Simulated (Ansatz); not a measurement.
Calculation for Li (hcp type): DFT, PBE, all-electron PAW with datasets made for the crystal, scalar-relativistic (Ansatz 0.2.0). This run: one bond, the shortest of the undistorted cell, set to 2.683 Å.

The cell is a prototype at a set volume, not relaxed; it needn't be the stable phase.

Command: `ansatz run input.yaml --threads 1 --pin off --max-ram 2048MiB --backend cpu --events-out ev --progress --plain --runs-dir out` It took 1.3 s on 1 thread of AMD EPYC 9R45 96-Core Processor (Zen 5) (shared host), peak memory 0.32 GiB.

```yaml
crystal:
  lattice:
    - [3.0646488937, 0.0, 0.0]
    - [-1.5323244468, 2.6540637956, 0.0]
    - [0.0, 0.0, 4.9647312077]
  atoms:
    - { symbol: Li, position: [0.2933333333, 0.6466666667, 0.22] }
    - { symbol: Li, position: [0.7066666667, 0.3533333333, 0.78] }
kpoints:
  mp_grid: { grid: [11, 11, 6] }
scf:
  occupations: { method: fermi_dirac, width: 0.05 }
hamiltonian:
  xc: pbe
  pseudopotentials: { kind: all_electron, datasets: crystal }
output:
  forces: true
  stress: true
  eigenvalues: true
  efg: { contact_densities: true }
```

Output:

```
hamiltonian.pseudopotentials.datasets: crystal makes datasets for this crystal and solves the spheres of its atoms anew in each pass: cutoff 100.0 eV, the density's 400.0 eV; for an error of 0.50 meV an atom under PBE, 1.0 meV for the cell; an energy difference from a run of another recipe may be off by several times the error for the cell, under r2SCAN by more, where some 0.1 meV an atom stays at smaller errors; Li in spheres of 1.339 Å, 1 of its electrons in bands
Engine: ansatz 0.2.0
Pseudopotentials: kind: all_electron
Pseudopotential: Li, paw, valence charge 1, recommended cutoff 100 eV (normal), crystal/all_electron/pbe/scalar/gaussian/Li, Koelling and Harmon's equation, gaussian nucleus
Functional definition: PBE
  parameter kappa = 0.804
  parameter beta = 0.06672455060314922
  exchange = pbe_x(kappa = kappa, mu = beta*pi^2/3)
  correlation = pbe_c(beta = beta)
Crystal: 2 atoms, lattice volume = 40.382 Å³
Basis set: ecut = 100 eV, 99 PW (Γ), exchange–correlation on 20×20×36 points (8 copies of the dense FFT grid, shifted against one another)
Bands: 5, of which v1, the nominal top of the filled ones, is band 1 counted from 1 (0 counted from 0)
Symmetry: 4 space group operations
Space group: C2/m (ITA 12), of the structure as read, at distance tolerance 3.4e-5 Å
k-points: 204 of 726
Non-local potential: Li, projectors of the file, l = 0: 1, l = 1: 1
PAW form: soft (Blöchl's): semilocal exchange-correlation on the pseudo side does not see the compensation charge
PAW one-centre angular grid: Li, 110 points (default); XC on its mesh's 2111 points in the sphere
Initial density: superposition of atomic densities (neutral atoms: chi_scale 0, normalization atom)
Initial wavefunctions: pseudopotential atomic-orbital guess
Functional: x = pbe(κ = 0.804, μ = 0.2195149727645171), c = pbe(β = 0.06672455060314922)
iter 1 solved again at ethr=6.69e-3 eV; its pass at ethr=1.00e-1 eV (dr2=1.34e-1 eV) is discarded
SCF iter   1: F=—  HF=-409.340275 eV  |F-HF|=—  |Δ(HF+E_count)|=         —  Δρ=8.32e-3  dr2=1.38e-1  ethr=6.69e-3  ⟨swp⟩=2.3  Hψ=6856  notcnv=0
preconditioner: auto → none  [metal: Δε(μ)=0.026 eV  Ē_g=6.423 eV  σ=0.050 eV  W_gap=0.13  n_scr=2 (ndim 8)  ℏωp=8.3 eV  f_vac=0.000  D(μ)=1.10/eV (n_scr^D=2)  sad-step TF]
SCF iter   2: F=—  HF=-409.316894 eV  |F-HF|=—  |Δ(HF+E_count)|=   2.34e-2  Δρ=5.01e-3  dr2=4.78e-2  ethr=6.69e-3  ⟨swp⟩=2.0  Hψ=2040  notcnv=0
iter 3 solved again at ethr=7.13e-5 eV; its pass at ethr=2.39e-3 eV (dr2=1.43e-3 eV) is discarded
SCF iter   3: F=—  HF=-409.309741 eV  |F-HF|=—  |Δ(HF+E_count)|=   7.15e-3  Δρ=8.12e-4  dr2=1.44e-3  ethr=7.13e-5  ⟨swp⟩=2.1  Hψ=5147  notcnv=0  defer=14
SCF iter   4: F=—  HF=-409.309322 eV  |F-HF|=—  |Δ(HF+E_count)|=   4.19e-4  Δρ=2.89e-4  dr2=1.59e-4  ethr=7.13e-5  ⟨swp⟩=2.0  Hψ=1350  notcnv=0  defer=6
SCF iter   5: F=—  HF=-409.309288 eV  |F-HF|=—  |Δ(HF+E_count)|=   3.39e-5  Δρ=5.31e-5  dr2=2.51e-6  ethr=7.96e-6  ⟨swp⟩=1.9  Hψ=1298  notcnv=0  defer=6
SCF iter   6: F=-409.309289 eV  HF=-409.309289 eV  |F-HF|=1.03e-8  |Δ(HF+E_count)|=   7.54e-7  Δρ=6.92e-6  dr2=3.91e-8  ethr=1.25e-7  ⟨swp⟩=2.1  Hψ=1327  notcnv=0  defer=5
SCF 1 converged in 6 iterations: F = -409.309289 eV  dr2 = 3.91e-8
  Residual-converged pass: ⟨swp⟩=3.2  Hψ=1605  notcnv=0  max |occ|·‖R‖ = 5.2e-6 eV (tolerance 5.3e-6 eV)  dr2=3.56e-8  dr2_onsite=1.17e-8  max |Δocc| = 3.1e-8
  greatest PAW one-centre occupation: 0.108 electrons in one spin orbital (limit 2), on the Li atom at site 1 (counted from 0), in its partial waves of l = 0
SCF converged after 6 iterations
Free energy (F): -409.309289 eV
Harris-Foulkes:  -409.309289 eV  (|F-HF|=1.03e-8)
Internal energy: -409.299154 eV  (E = F + TS)
E sigma→0 (E₀):  -409.304222 eV
Entropy (-TS):   -0.010135 eV (-5.067 meV/atom)
Past the cutoff: the bands carry plane waves up to 1.75 times it, of which those up to 1.5 times it add -0.000065 eV an atom, each by itself; the spheres take 0.000061 eV an atom off the energy for waves past 1.75 times it
By the cutoff:   a pressure is off by up to 0.005 GPa (1.2 times the spheres' own share and the shells' term, over an atom's volume, and 0.004 GPa: a bound that held against runs at twice the plane waves)
Past the cutoffs: a stress includes 0.0001 GPa for waves and charges beyond them, in addition to the slope of what the spheres take
In the spheres:  the bands' charges fall short by 6.4e-7 e at most (sound up to 1e-3)
Fermi energy:    0.933970 eV
--- Per-component energies (eV) ---
  E_band       = -0.955071
  E_kinetic    = 6.780777
  E_local      = 2.763978  (includes V_loc(G=0)·N_el)
  E_nonlocal   = 2.788846
  E_hartree    = 0.144406
  E_xc         = -10.603720
  E_vxc        = -13.105271  (∫ρ·V_xc dr)
  E_paw        = -403.733130  (= ΣΔE_a)
  E_vpaw       = -8.118559  (= ΣTr[D̂ρ^β])
  E_ewald      = -15.086761
  E_smearing   = -0.010135  (= −TS)
  E_closure    = 7.646450  (closes the sum)
  Σ components = -409.309289   (vs F -409.309289, Δ=0.00e0)
  The terms above E_closure are by the made datasets' own strengths, without shells solved beside the bands.
--- Forces (eV/Å), atoms counted from 1 ---
  atom   1  Li     0.05080908     0.02933464     0.39941033
  atom   2  Li    -0.05080908    -0.02933464    -0.39941033
  max |Σ_I F_I| component: 6.94e-18 eV/Å
--- Stress (GPa, compression-positive) ---
        0.285585       0.249576       0.249021
        0.249576      -0.002601       0.143772
        0.249021       0.143772       1.132638
  P = ⅓ Tr σ = 0.4719 GPa (4.719 kbar)
--- PAW observables at the nuclei: V_zz in 10²¹ V/m², potentials from the cell's mean, atoms counted from 1 ---
  atom   1  Li V_zz =    -0.024799   η = 0.9235   by run symmetry: allowed
            electrostatic potential = -161.438697 V   contact ρ = 94.780190 e/Å³
  atom   2  Li V_zz =    -0.024799   η = 0.9235   by run symmetry: allowed
            electrostatic potential = -161.438697 V   contact ρ = 94.780190 e/Å³
--- Band table (eV; the first three rows and the last of 204) ---
  k-point 0: bands = ["-2.6515", "1.0160", "3.7801"]
  k-point 1: bands = ["-2.5262", "0.3728", "4.7163"]
  k-point 2: bands = ["-2.1524", "-0.6374", "6.5742"]
  k-point 203: bands = ["1.5329", "1.7089", "4.5074"]
```

Next run (one bond, the shortest of the undistorted cell, set to 2.134 Å), as changes to the input before:

```diff
   atoms:
-    - { symbol: Li, position: [0.2933333333, 0.6466666667, 0.22] }
-    - { symbol: Li, position: [0.7066666667, 0.3533333333, 0.78] }
+    - { symbol: Li, position: [0.2333333333, 0.6166666667, 0.175] }
+    - { symbol: Li, position: [0.7666666667, 0.3833333333, 0.825] }
 kpoints:
```

Results part of the output:

```
SCF 1 converged in 6 iterations: F = -408.887273 eV  dr2 = 8.20e-9
  Residual-converged pass: ⟨swp⟩=3.4  Hψ=1631  notcnv=0  max |occ|·‖R‖ = 5.2e-6 eV (tolerance 5.3e-6 eV)  dr2=8.22e-9  dr2_onsite=1.13e-9  max |Δocc| = 1.5e-8
  greatest PAW one-centre occupation: 0.053 electrons in one spin orbital (limit 2), on the Li atom at site 1 (counted from 0), in its partial waves of l = 0
SCF converged after 6 iterations
Free energy (F): -408.887273 eV
Harris-Foulkes:  -408.887273 eV  (|F-HF|=4.15e-9)
Internal energy: -408.879564 eV  (E = F + TS)
E sigma→0 (E₀):  -408.883418 eV
Entropy (-TS):   -0.007709 eV (-3.855 meV/atom)
Past the cutoff: the bands carry plane waves up to 1.75 times it, of which those up to 1.5 times it add -0.000244 eV an atom, each by itself; the spheres take 0.000296 eV an atom off the energy for waves past 1.75 times it
By the cutoff:   a pressure is off by up to 0.007 GPa (1.2 times the spheres' own share and the shells' term, over an atom's volume, and 0.004 GPa: a bound that held against runs at twice the plane waves)
Past the cutoffs: a stress includes 0.0023 GPa for waves and charges beyond them, in addition to the slope of what the spheres take
In the spheres:  the bands' charges fall short by 1.2e-6 e at most (sound up to 1e-3), those of shells solved beside the bands by 1.1e-7 e (sound up to 5e-4)
Fermi energy:    0.798915 eV
--- Per-component energies (eV) ---
  E_band       = -1.058043
  E_kinetic    = 7.714714
  E_local      = -63.240299  (includes V_loc(G=0)·N_el)
  E_nonlocal   = 0.091167
  E_hartree    = 67.890841
  E_xc         = -12.572540
  E_vxc        = -17.420897  (∫ρ·V_xc dr)
  E_paw        = -864.963126  (= ΣΔE_a)
  E_vpaw       = -646.843462  (= ΣTr[D̂ρ^β])
  E_ewald      = -126.659750
  E_smearing   = -0.007709  (= −TS)
  E_closure    = 582.859431  (closes the sum)
  Σ components = -408.887273   (vs F -408.887273, Δ=-5.68e-14)
  The terms above E_closure are by the made datasets' own strengths, without shells solved beside the bands.
--- Forces (eV/Å), atoms counted from 1 ---
  atom   1  Li     0.32096213     0.18530757     1.32686682
  atom   2  Li    -0.32096213    -0.18530757    -1.32686682
  max |Σ_I F_I| component: 5.55e-17 eV/Å
--- Stress (GPa, compression-positive) ---
        1.959909       1.197068       1.976937
        1.197068       0.577654       1.141385
        1.976937       1.141385       5.319771
  P = ⅓ Tr σ = 2.6191 GPa (26.191 kbar)
  It holds what live shells' own plane waves past their cutoff add
--- PAW observables at the nuclei: V_zz in 10²¹ V/m², potentials from the cell's mean, atoms counted from 1 ---
  atom   1  Li V_zz =    +0.178999   η = 0.4554   by run symmetry: allowed
            electrostatic potential = -161.322042 V   contact ρ = 94.855648 e/Å³
  atom   2  Li V_zz =    +0.178999   η = 0.4554   by run symmetry: allowed
            electrostatic potential = -161.322042 V   contact ρ = 94.855648 e/Å³
--- Band table (eV; the first three rows and the last of 204) ---
  k-point 0: bands = ["-2.6110", "1.3988", "3.2512"]
  k-point 1: bands = ["-2.4872", "0.5930", "4.3227"]
  k-point 2: bands = ["-2.1245", "-0.4825", "6.1207"]
  k-point 203: bands = ["1.3398", "1.4946", "4.6552"]
```

Next run (one bond, the shortest of the undistorted cell, set to 1.951 Å), as changes to the input before:

```diff
   atoms:
-    - { symbol: Li, position: [0.2333333333, 0.6166666667, 0.175] }
-    - { symbol: Li, position: [0.7666666667, 0.3833333333, 0.825] }
+    - { symbol: Li, position: [0.2133333333, 0.6066666667, 0.16] }
+    - { symbol: Li, position: [0.7866666667, 0.3933333333, 0.84] }
 kpoints:
```

Command: `ansatz run input.yaml --threads 1 --pin off --max-ram 2048MiB --backend cpu --events-out ev --progress --plain --runs-dir out` It took 2.9 s on 1 thread of AMD EPYC 9R45 96-Core Processor (Zen 5), with other jobs on the host, peak memory 0.42 GiB.

Results part of the output:

```
SCF 1 converged in 6 iterations: F = -408.608695 eV  dr2 = 2.67e-8
  Residual-converged pass: ⟨swp⟩=4.3  Hψ=1823  notcnv=0  max |occ|·‖R‖ = 5.2e-6 eV (tolerance 5.3e-6 eV)  dr2=2.65e-8  dr2_onsite=8.70e-9  max |Δocc| = 6.8e-8
  greatest PAW one-centre occupation: 0.033 electrons in one spin orbital (limit 2), on the Li atom at site 0 (counted from 0), in its partial waves of l = 0
SCF converged after 6 iterations
Free energy (F): -408.608695 eV
Harris-Foulkes:  -408.608695 eV  (|F-HF|=2.41e-8)
Internal energy: -408.600809 eV  (E = F + TS)
E sigma→0 (E₀):  -408.604752 eV
Entropy (-TS):   -0.007886 eV (-3.943 meV/atom)
Past the cutoff: the bands carry plane waves up to 1.75 times it, of which those up to 1.5 times it add -0.000201 eV an atom, each by itself; the spheres take 0.000296 eV an atom off the energy for waves past 1.75 times it
By the cutoff:   a pressure is off by up to 0.008 GPa (1.2 times the spheres' own share and the shells' term, over an atom's volume, and 0.004 GPa: a bound that held against runs at twice the plane waves)
Past the cutoffs: a stress includes 0.0067 GPa for waves and charges beyond them, in addition to the slope of what the spheres take
In the spheres:  the bands' charges fall short by 2.3e-6 e at most (sound up to 1e-3), those of shells solved beside the bands by 6.8e-8 e (sound up to 5e-4)
Fermi energy:    0.768469 eV
--- Per-component energies (eV) ---
  E_band       = -1.096877
  E_kinetic    = 8.688843
  E_local      = -357.456684  (includes V_loc(G=0)·N_el)
  E_nonlocal   = 5.941529
  E_hartree    = 80.103722
  E_xc         = -15.724446
  E_vxc        = -21.170560  (∫ρ·V_xc dr)
  E_paw        = -585.759590  (= ΣΔE_a)
  E_vpaw       = -374.482035  (= ΣTr[D̂ρ^β])
  E_ewald      = -121.567855
  E_smearing   = -0.007886  (= −TS)
  E_closure    = 577.173672  (closes the sum)
  Σ components = -408.608695   (vs F -408.608695, Δ=-5.68e-14)
  The terms above E_closure are by the made datasets' own strengths, without shells solved beside the bands.
--- Forces (eV/Å), atoms counted from 1 ---
  atom   1  Li     0.50327271     0.29056463     1.76060889
  atom   2  Li    -0.50327271    -0.29056463    -1.76060889
  max |Σ_I F_I| component: 2.22e-16 eV/Å
--- Stress (GPa, compression-positive) ---
        2.753202       1.784229       2.947977
        1.784229       0.692952       1.702015
        2.947977       1.702015       7.268830
  P = ⅓ Tr σ = 3.5717 GPa (35.717 kbar)
  It holds what live shells' own plane waves past their cutoff add
--- PAW observables at the nuclei: V_zz in 10²¹ V/m², potentials from the cell's mean, atoms counted from 1 ---
  atom   1  Li V_zz =    +0.296273   η = 0.3572   by run symmetry: allowed
            electrostatic potential = -161.162110 V   contact ρ = 94.865650 e/Å³
  atom   2  Li V_zz =    +0.296273   η = 0.3572   by run symmetry: allowed
            electrostatic potential = -161.162110 V   contact ρ = 94.865650 e/Å³
--- Band table (eV; the first three rows and the last of 204) ---
  k-point 0: bands = ["-2.5734", "1.6218", "3.0301"]
  k-point 1: bands = ["-2.4489", "0.7027", "4.2075"]
  k-point 2: bands = ["-2.0847", "-0.4101", "6.0149"]
  k-point 203: bands = ["1.1477", "1.6012", "4.6857"]
```
